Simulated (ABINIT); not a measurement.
# Ga (I4/mmm) in ABINIT: optical spectrum with LDA

Aim: the optical spectrum of Ga with LDA.

Program: ABINIT 10.8.3 (patched build). These are calculated values, not measurements. Logs are shortened: lines on timing, memory, paths and dates and some standing lists are left out, and cuts for length are marked. The log counts tension as positive stress, the text compression.

## (1) Starting point

It takes space group I4/mmm (No. 139, tetragonal). Conventional cell: a = 2.769 Å, b = 2.769 Å, c = 4.622 Å, α = 90.00°, β = 90.00°, γ = 90.00°. Ga (site symmetry 4/mmm) is surrounded by 12 Ga at 2.77 to 3.03 Å.

This isn't the form of Ga at room conditions, which is orthorhombic.

## (2) Optical spectrum, LDA

File run.abi:

```
ndtset 3

pp_dirpath "./"
pseudos "Ga.upf"

acell 3.029005654 3.029005654 3.029005654 Angstrom
rprim
    -0.4570472550     0.4570472550     0.7630305455
     0.4570472550    -0.4570472550     0.7630305455
     0.4570472550     0.4570472550    -0.7630305455
ntypat 1
znucl 31
natom 1
typat 1
xred
            0.0            0.0            0.0

ecut 40.0

ngkpt 20 20 20
nshiftk 1
shiftk 0.0 0.0 0.0
istwfk *1

ixc 7

occopt 4
tsmear 0.136 eV

nstep 80

iomode 3
prteig 0
prtebands 0

nband1 11
tolvrs1 1.0e-12
prtden1 1
prtwf1 0
kptopt1 1

iscf2 -3
getden2 1
nband2 16
nbdbuf2 4
tolwfr2 1.0e-12
nstep2 120
prtden2 0
kptopt2 1

optdriver3 8
wfk_task3 "wfk_optics_fullbz"
getwfk3 2
nband3 12
kptopt3 1
prtevk3 1
inclvkb3 2
```

File optic.abi:

```
&FILES
 ddkfile_1 = 'runo_DS3_1_EVK.nc',
 ddkfile_2 = 'runo_DS3_2_EVK.nc',
 ddkfile_3 = 'runo_DS3_3_EVK.nc',
 wfkfile = 'runo_DS3_WFK.nc'
/
&PARAMETERS
 broadening = 0.003675,
 domega = 0.002,
 maxomega = 0.8,
 scissor = 0.000000,
 tolerance = 0.002
/
&COMPUTATIONS
 num_lin_comp = 2,
 lin_comp = 11,33,
 num_nonlin_comp = 0
/
```

Potentials or basis: PseudoDojo NC SR LDA v0.4.1 standard.

Started as:

```sh
mpirun --bind-to none -np 4 abinit run.abi > log 2>&1
optic optic.abi > optic.log 2>&1
```

run.abo:

```text
.Version 10.8.3 of ABINIT
 DATASET    1 : space group I4/m m m (#139); Bravais tI (body-center tetrag.)
================================================================================
 Values of the parameters that define the memory need for DATASET  1.
     intxc =       0    ionmov =       0      iscf =       7    lmnmax =       6
     lnmax =       6     mgfft =      36  mpssoang =       3    mqgrid =    3001
     natom =       1  nloc_mem =       1    nspden =       1   nspinor =       1
    nsppol =       1      nsym =      16    n1xccc =    2501    ntypat =       1
    occopt =       4   xclevel =       1
       mpw =        1484          nfft =       46656          nkpt =         641
================================================================================
================================================================================
[... 13 lines left out ...]
 DATASET    3 : space group I4/m m m (#139); Bravais tI (body-center tetrag.)
================================================================================
 Values of the parameters that define the memory need for DATASET  3.
     intxc =       0    ionmov =       0      iscf =       7    lmnmax =       6
     lnmax =       6     mgfft =      36  mpssoang =       3    mqgrid =    3001
     natom =       1  nloc_mem =       1    nspden =       1   nspinor =       1
    nsppol =       1      nsym =      16    n1xccc =    2501    ntypat =       1
    occopt =       4   xclevel =       1
       mpw =        1484          nfft =       46656          nkpt =         641
================================================================================
================================================================================

--------------------------------------------------------------------------------
------------- Echo of variables that govern the present computation ------------
--------------------------------------------------------------------------------
 -outvars: echo values of preprocessed input variables --------
            acell      5.7239911199E+00  5.7239911199E+00  5.7239911199E+00 Bohr
              amu      6.97230000E+01
             ecut      4.00000000E+01 Hartree
           getden1          0
           getden2          1
           getden3          0
           getwfk1          0
           getwfk2          0
           getwfk3          2
             iscf1          7
             iscf2         -3
             iscf3          7
                       outvar_i_n : Printing only first  50 k-points.
              ixc           7
           jdtset        1    2    3
                       outvar_i_n : Printing only first  50 k-points.
         kptrlatt       20    0    0      0   20    0      0    0   20
          kptrlen      1.04645377E+02
            natom           1
            nband1         11
            nband2         16
            nband3         12
           nbdbuf1          0
           nbdbuf2          4
           nbdbuf3          0
           ndtset           3
            ngfft          36      36      36
             nkpt         641
            nstep1         80
            nstep2        120
            nstep3         80
             nsym          16
           ntypat           1
                       prtocc : prtvol=0, do not print more k-points.
                       prtocc : prtvol=0, do not print more k-points.
                       prtocc : prtvol=0, do not print more k-points.
           occopt           4
        optdriver1          0
        optdriver2          0
        optdriver3          8
           prtden1          1
           prtden2          0
           prtden3          1
        prtebands           0
           prteig           0
           prtevk1          0
           prtevk2          0
           prtevk3          1
            prtwf1          0
            prtwf2          1
            prtwf3          1
            rprim     -4.5704725500E-01  4.5704725500E-01  7.6303054550E-01
                       4.5704725500E-01 -4.5704725500E-01  7.6303054550E-01
                       4.5704725500E-01  4.5704725500E-01 -7.6303054550E-01
          spgroup         139
           tolvrs1     1.00000000E-12
           tolvrs2     0.00000000E+00
           tolvrs3     0.00000000E+00
           tolwfr1     0.00000000E+00
           tolwfr2     1.00000000E-12
           tolwfr3     0.00000000E+00
           tsmear      4.99790782E-03 Hartree
            typat      1
         wfk_task1          0
         wfk_task2          0
         wfk_task3          7
                       outvars : Printing only first  50 k-points.
            znucl       31.00000

================================================================================

 chkinp: Checking input parameters for consistency, jdtset=   1.

 chkinp: Checking input parameters for consistency, jdtset=   2.
[... 6 lines left out ...]
--- !DatasetInfo
iteration_state: {dtset: 1, }
dimensions: {natom: 1, nkpt: 641, mband: 11, nsppol: 1, nspinor: 1, nspden: 1, mpw: 1484, }
cutoff_energies: {ecut:  40.0, pawecutdg:  -1.0, }
electrons: {nelect:   1.30000000E+01, charge:   0.00000000E+00, occopt:   4.00000000E+00, tsmear:   4.99790782E-03, }
meta: {optdriver: 0, ionmov: 0, optcell: 0, iscf: 7, paral_kgb: 0, }
...

 Exchange-correlation functional for the present dataset will be:
  LDA: Perdew-Wang 92 LSD fit to Ceperley-Alder data - ixc=7
  J.P.Perdew and Y.Wang, PRB 45, 13244 (1992)

[... 140 lines left out ...]
================================================================================
== DATASET  2 ==================================================================

--- !DatasetInfo
iteration_state: {dtset: 2, }
dimensions: {natom: 1, nkpt: 641, mband: 16, nsppol: 1, nspinor: 1, nspden: 1, mpw: 1484, }
cutoff_energies: {ecut:  40.0, pawecutdg:  -1.0, }
electrons: {nelect:   1.30000000E+01, charge:   0.00000000E+00, occopt:   4.00000000E+00, tsmear:   4.99790782E-03, }
meta: {optdriver: 0, ionmov: 0, optcell: 0, iscf: -3, paral_kgb: 0, }
...

 mkfilename : getden/=0, take file _DEN from output of DATASET   1.

 Exchange-correlation functional for the present dataset will be:
  LDA: Perdew-Wang 92 LSD fit to Ceperley-Alder data - ixc=7
  J.P.Perdew and Y.Wang, PRB 45, 13244 (1992)

 Real(R)+Recip(G) space primitive vectors, cartesian coordinates (Bohr,Bohr^-1):
 R(1)= -2.6161344  2.6161344  4.3675801  G(1)=  0.0000000  0.1911217  0.1144799
 R(2)=  2.6161344 -2.6161344  4.3675801  G(2)=  0.1911217  0.0000000  0.1144799
 R(3)=  2.6161344  2.6161344 -4.3675801  G(3)=  0.1911217  0.1911217  0.0000000
 Unit cell volume ucvol=  1.1956966E+02 bohr^3
 Angles (23,13,12)=  1.25606528E+02  1.25606528E+02  8.05358051E+01 degrees

 getcut: wavevector=  0.0000  0.0000  0.0000  ngfft=  36  36  36
         ecut(hartree)=     40.000   => boxcut(ratio)=   2.21111

 getcut : COMMENT -
  Note that boxcut > 2.2 ; recall that boxcut=Gcut(box)/Gcut(sphere) = 2
  is sufficient for exact treatment of convolution.
  Such a large boxcut is a waste : you could raise ecut
  e.g. ecut=   48.890045 Hartrees makes boxcut=2

--------------------------------------------------------------------------------

================================================================================

--- !BeginCycle
iteration_state: {dtset: 2, }
solver: {iscf: -3, nstep: 120, nline: 4, wfoptalg: 0, }
tolerances: {tolwfr: 1.00E-12, }
...

     iter   Etot(hartree)      deltaE(h)  residm     vres2
 Non-SCF case, kpt    1 (  0.00000  0.00000  0.00000), residuals and eigenvalues=
  2.54E-13  9.49E-13  2.77E-13  3.05E-13  2.00E-13  3.73E-13  7.83E-13  4.17E-13
  4.74E-13  8.95E-13  7.43E-13  3.35E-13  7.21E-12  3.66E-13  2.94E-11  1.29E-11
 -3.4189E-01 -3.3545E-01 -3.3425E-01 -3.3425E-01 -3.2866E-01 -2.0907E-01
  6.7343E-01  6.8686E-01  6.8686E-01  8.1039E-01  8.3348E-01  8.4657E-01
  8.4657E-01  8.8994E-01  8.9992E-01  9.9959E-01
 prteigrs : prtvol=0 or 1, do not print more k-points.

--- !ResultsGS
iteration_state: {dtset: 2, }
comment   : Summary of ground state results
lattice_vectors:
- [ -2.6161344,   2.6161344,   4.3675801, ]
- [  2.6161344,  -2.6161344,   4.3675801, ]
- [  2.6161344,   2.6161344,  -4.3675801, ]
lattice_lengths: [   5.72399,    5.72399,    5.72399, ]
lattice_angles: [125.607, 125.607,  80.536, ] # degrees, (23, 13, 12)
lattice_volume:   1.1956966E+02
convergence: {deltae:  0.000E+00, res2:  0.000E+00, residm:  9.997E-13, diffor:  0.000E+00, }
etotal    :  -7.63625851E+01
entropy   :   0.00000000E+00
fermie    :   2.14432973E-01
cartesian_stress_tensor: null
pressure_GPa: null
xred      :
- [  0.0000E+00,   0.0000E+00,   0.0000E+00, Ga]
cartesian_forces: null
force_length_stats: {min: null, max: null, mean: null, }
...

 Integrated electronic density in atomic spheres:
 ------------------------------------------------
 Atom  Sphere_radius  Integrated_density
    1        2.00000         10.81246354
================================================================================

 ----iterations are completed or convergence reached----

 Mean square residual over all n,k,spin=   48.558E-14; max=  99.973E-14
 reduced coordinates (array xred) for    1 atoms
       0.000000000000      0.000000000000      0.000000000000

 cartesian coordinates (angstrom) at end:
    1      0.00000000000000     0.00000000000000     0.00000000000000
 length scales=  5.723991119886  5.723991119886  5.723991119886 bohr
              =  3.029005654000  3.029005654000  3.029005654000 angstroms
 Eigenvalues (hartree) for nkpt= 641  k points:
 kpt#   1, nband= 16, wtk=  0.00013, kpt=  0.0000  0.0000  0.0000 (reduced coord)
  -0.34189   -0.33545   -0.33425   -0.33425   -0.32866   -0.20907    0.67343    0.68686
   0.68686    0.81039    0.83348    0.84657    0.84657    0.88994    0.89992    0.99959
      occupation numbers for kpt#   1
   2.00000    2.00000    2.00000    2.00000    2.00000    2.00000    0.00000    0.00000
   0.00000    0.00000    0.00000    0.00000    0.00000    0.00000    0.00000    0.00000
 prteigrs : prtvol=0 or 1, do not print more k-points.

--- !EnergyTerms
iteration_state     : {dtset: 2, }
comment             : Components of total free energy in Hartree
kinetic             :  6.25090767827884E+01
hartree             :  1.91793444031994E+01
xc                  : -2.05673734292715E+01
Ewald energy        : -4.94934242503328E+01
psp_core            :  2.67283368279086E+00
local_psp           : -5.26481227469967E+01
non_local_psp       : -3.80149175673911E+01
internal            : -7.63625831252134E+01
'-kT*entropy'       : -1.99505400051498E-06
total_energy        : -7.63625851202674E+01
...

--- !EnergyTermsDC
iteration_state     : {dtset: 2, }
comment             : '"Double-counting" decomposition of free energy'
band_energy         : -3.20313963473844E+00
Ewald energy        : -4.94934242503328E+01
psp_core            :  2.67283368279086E+00
xc_dc               : -2.63388529210540E+01
internal            : -7.63625831233344E+01
'-kT*entropy'       : -1.99505400051498E-06
total_energy_dc     : -7.63625851183884E+01
...

================================================================================
== DATASET  3 ==================================================================

--- !DatasetInfo
iteration_state: {dtset: 3, }
dimensions: {natom: 1, nkpt: 641, mband: 12, nsppol: 1, nspinor: 1, nspden: 1, mpw: 1484, }
cutoff_energies: {ecut:  40.0, pawecutdg:  -1.0, }
electrons: {nelect:   1.30000000E+01, charge:   0.00000000E+00, occopt:   4.00000000E+00, tsmear:   4.99790782E-03, }
meta: {optdriver: 8, wfk_task: 7, }
...

 mkfilename : getwfk/=0, take file _WFK from output of DATASET   2.

 Exchange-correlation functional for the present dataset will be:
  LDA: Perdew-Wang 92 LSD fit to Ceperley-Alder data - ixc=7
  J.P.Perdew and Y.Wang, PRB 45, 13244 (1992)

--------------------------------------------------------------------------------

 Computation of velocity matrix elements (DDK)

 Parameters extracted from the Abinit header:
    ecut:     40.0
    nkpt:    8000
    mband:   16
    nsppol:  1
    nspinor: 1
    useylm:  0
    inclvkb: 2
    bmin: 1, bmax: 16
    Computing diagonal and off-diagonal matrix elements
    Between band index bmin: 1, bmax: 16

== END DATASET(S) ==============================================================
================================================================================

 -outvars: echo values of variables after computation  --------
            acell      5.7239911199E+00  5.7239911199E+00  5.7239911199E+00 Bohr
           etotal1    -7.6362585118E+01
           etotal2    -7.6362585118E+01
           etotal3     0.0000000000E+00
            fcart1     0.0000000000E+00  0.0000000000E+00  0.0000000000E+00
            fcart3     0.0000000000E+00  0.0000000000E+00  0.0000000000E+00
            rprim     -4.5704725500E-01  4.5704725500E-01  7.6303054550E-01
                       4.5704725500E-01 -4.5704725500E-01  7.6303054550E-01
                       4.5704725500E-01  4.5704725500E-01 -7.6303054550E-01
           strten1     5.6123157863E-05  5.6123157863E-05  8.7306182037E-05
                       0.0000000000E+00  0.0000000000E+00  0.0000000000E+00
           strten3     0.0000000000E+00  0.0000000000E+00  0.0000000000E+00
                       0.0000000000E+00  0.0000000000E+00  0.0000000000E+00
 Calculation completed.
```

It took 3.5 min on 4 MPI ranks of AMD EPYC 7R43 (Zen 3), shared host; peak memory 4.7 GiB.

Results:

| Quantity | Value |
| --- | --- |
| Free energy | -2077.9318 eV |
| Pressure | -2.0 GPa |
| Band gap on the k mesh | none (metal or under the smearing width) |

Stress tensor (GPa, compression positive):
```
-1.65  0.00  0.00
 0.00 -1.65  0.00
 0.00  0.00 -2.57
```

Dielectric function (mean over the directions given):
| energy (eV) | real part | imaginary part |
| --- | --- | --- |
| 0.33 | 59.92 | 15.72 |
| 0.76 | 32.24 | 21.54 |
| 1.31 | -7.88 | 40.76 |
| 1.74 | -2.91 | 27.67 |
| 2.29 | -11.23 | 11.30 |
| 2.83 | -7.66 | 6.78 |
| 3.27 | -6.32 | 3.30 |
| 3.81 | -4.18 | 2.46 |
| 4.25 | -3.35 | 2.06 |
| 4.79 | -2.54 | 1.39 |
| 5.33 | -1.53 | 0.82 |
| 5.77 | -1.39 | 0.61 |
| 6.31 | -1.00 | 0.57 |
| 6.75 | -0.59 | 0.45 |
| 7.29 | -0.36 | 0.28 |
| 7.84 | -0.10 | 0.25 |
| 8.27 | 0.03 | 0.23 |
| 8.82 | 0.18 | 0.17 |
| 9.36 | 0.34 | 0.15 |
| 9.80 | 0.42 | 0.12 |
| 10.34 | 0.51 | 0.12 |
| 10.78 | 0.59 | 0.09 |
| 11.32 | 0.67 | 0.08 |
| 11.86 | 0.75 | 0.07 |
| 12.30 | 0.81 | 0.07 |
| 12.84 | 0.88 | 0.06 |
| 13.28 | 0.95 | 0.05 |
| 13.82 | 1.04 | 0.06 |
| 14.37 | 1.17 | 0.08 |
| 14.80 | 1.35 | 0.23 |
| 15.35 | 1.17 | 0.41 |
| 15.89 | 1.12 | 0.48 |
| 16.33 | 1.11 | 0.41 |
| 16.87 | 1.06 | 0.43 |
| 17.31 | 1.07 | 0.44 |
| 17.85 | 1.05 | 0.47 |
| 18.39 | 1.06 | 0.47 |
| 18.83 | 1.00 | 0.50 |
| 19.38 | 1.08 | 0.50 |
| 19.92 | 0.93 | 0.53 |

Caveat: the intraband (Drude) term is left out; spectra need much finer meshes, so this one isn't converged; independent-particle spectra lack excitons.
